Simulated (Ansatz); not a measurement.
# Y (element-swapped structure): how the settings move a single-point run

Aim: see which settings change the result for Y (element-swapped structure), by how much, and at what cost.

Computed with Ansatz 0.2.0 (reference: DFT PBE, plane waves, PAW, scalar-relativistic, no spin polarisation, unless a step's input says otherwise).

### 1 The structure to begin with

Symmetry: Cmcm, No. 63, orthorhombic system. Conventional cell: a = 3.000 Å, b = 6.167 Å, c = 5.200 Å, α = 90.00°, β = 90.00°, γ = 90.00°. Around Y (site symmetry m2m) lie 4 Y at 2.90 to 3.00 Å.

Coordinates:

```cif
data_structure
_symmetry_space_group_name_H-M 'P 1'
_symmetry_Int_Tables_number 1
_cell_length_a 2.9995
_cell_length_b 3.4289
_cell_length_c 5.2004
_cell_angle_alpha 90.000
_cell_angle_beta 90.000
_cell_angle_gamma 64.062
_cell_volume 48.10
loop_
_atom_site_label
_atom_site_type_symbol
_atom_site_fract_x
_atom_site_fract_y
_atom_site_fract_z
_atom_site_occupancy
Y1 Y 0.10500 0.79000 0.75000 1
Y2 Y 0.89500 0.21000 0.25000 1
```

### 2 Baseline

Input file input.yaml:

```yaml
crystal:
  lattice:
    - [2.999547, 0.0, 0.0]
    - [1.499774, -3.08351, 0.0]
    - [0.0, 0.0, -5.200405]
  atoms:
    - { symbol: "Y", position: [0.105, 0.79, 0.75] }
    - { symbol: "Y", position: [0.895, 0.21, 0.25] }
  symmetry: { tolerance: 0.0003 }
kpoints:
  mp_grid: { grid: [7, 7, 4], shift: [0, 0, 0] }
magnetization:
  spin_polarized: false
scf:
  occupations: { method: fermi_dirac }
hamiltonian:
  pseudopotentials: { kind: paw }
  xc: pbe
basis:
  ecutwfc: 420
output:
  forces: true
  stress: true
  eigenvalues: true
```

The run is started by

```bash
$ ansatz run input.yaml --threads 1 --pin off --max-ram 2560MiB --backend cpu --events-out ev --progress --plain --runs-dir out
```

### 3 Changed: mp_grid.grid [2, 2, 1], mixing.algorithm anderson, mixing.beta 0.5, mixing.ndim 4

Changes to input.yaml since step 2:

```diff
@@ -10,3 +10,3 @@
 kpoints:
-  mp_grid: { grid: [7, 7, 4], shift: [0, 0, 0] }
+  mp_grid: { grid: [2, 2, 1], shift: [0, 0, 0] }
 magnetization:
@@ -15,2 +15,3 @@
   occupations: { method: fermi_dirac }
+  mixing: { algorithm: anderson, beta: 0.5, ndim: 4 }
 hamiltonian:
```

### 4 Variant: occupations.method methfessel_paxton, occupations.width 0.01, xc_grid 4

Changes to input.yaml since step 2:

```diff
@@ -14,3 +14,3 @@
 scf:
-  occupations: { method: fermi_dirac }
+  occupations: { method: methfessel_paxton, width: 0.01 }
 hamiltonian:
@@ -20,2 +20,3 @@
   ecutwfc: 420
+  xc_grid: 4
 output:
```

### 5 Variant: lower_state_search off, ecutwfc 800 eV, ecutrho_ratio 8

Changes to input.yaml since step 2:

```diff
@@ -15,2 +15,3 @@
   occupations: { method: fermi_dirac }
+  lower_state_search: "off"
 hamiltonian:
@@ -19,3 +20,4 @@
 basis:
-  ecutwfc: 420
+  ecutwfc: "800 eV"
+  ecutrho_ratio: 8
 output:
```

### 6 A run with other settings

Changes to input.yaml since step 2:

```diff
@@ -10,3 +10,3 @@
 kpoints:
-  mp_grid: { grid: [7, 7, 4], shift: [0, 0, 0] }
+  mp_grid: { grid: [1, 1, 1], shift: [0, 0, 0] }
 magnetization:
@@ -15,2 +15,3 @@
   occupations: { method: fermi_dirac }
+  max_iter: 75
 hamiltonian:
```

(Steps that only read results are left out.)

Before running it: what results should come out? Wanted: for each run, ending; energy change; pressure; gap; force.

As calculated:

| run | ending | energy change | pressure (GPa) | gap (eV) | force (eV/Å) | cycles | time |
| --- | --- | --- | --- | --- | --- | --- | --- |
| reference | converged | 0 | 17.5 | 0.00 | 0.65 | 6 | 1.1 s |
| 1: mp_grid.grid [2, 2, 1], mixing.algorithm anderson, mixing.beta 0.5, mixing.ndim 4 | converged | -998.8 meV/atom | 6.2 | 0.00 | 1.04 | 7 | 0.33 s |
| 2: occupations.method methfessel_paxton, occupations.width 0.01, xc_grid 4 | converged | -1.8 meV/atom (σ→0) | 17.3 | 0.00 | 0.67 | 5 | 1.2 s |
| 3: lower_state_search off, ecutwfc 800 eV, ecutrho_ratio 8 | converged | -0.3 meV/atom | 17.5 | 0.00 | 0.65 | 6 | 3.3 s |
| 4: mp_grid.grid [1, 1, 1] | converged | -398.6 meV/atom | 45.1 | 0.25 | 1.47 | 7 | 0.28 s |

Residual by cycle in the longest SCF loop of each run; runs are numbered as in the table. The quantity is the density residual dr2, in eV.

| cycle | reference | run 1 | run 2 | run 3 | run 4 |
| --- | --- | --- | --- | --- | --- |
| 1 | 0.00783 | 0.157 | 0.00902 | 0.00772 | 1.9 |
| 2 | 0.0035 | 0.0659 | 0.00137 | 0.00353 | 0.336 |
| 3 | 6.1e-5 | 0.00135 | 3.5e-5 | 6.3e-5 | 0.00472 |
| 4 | 8.7e-6 | 9.0e-5 | 1.2e-6 | 1.0e-5 | 2.5e-4 |
| 5 | 1.1e-7 | 1.1e-5 | 3.4e-8 | 1.5e-7 | 1.7e-5 |
| 6 | 6.9e-9 | 3.5e-7 | - | 9.0e-9 | 5.0e-7 |
| 7 | - | 8.6e-8 | - | - | 1.2e-8 |

Of the variants the dearest is «lower_state_search off, ecutwfc 800 eV, ecutrho_ratio 8» (3.3 s), the cheapest «mp_grid.grid [1, 1, 1]» (0.28 s), on a shared host. The structure is not at rest: the sound run finds 17 GPa, so these are no properties of the relaxed crystal. 

The reference has limits of its own: its mesh is coarse for a cell with so small a gap or none; the structure is made up and not relaxed.
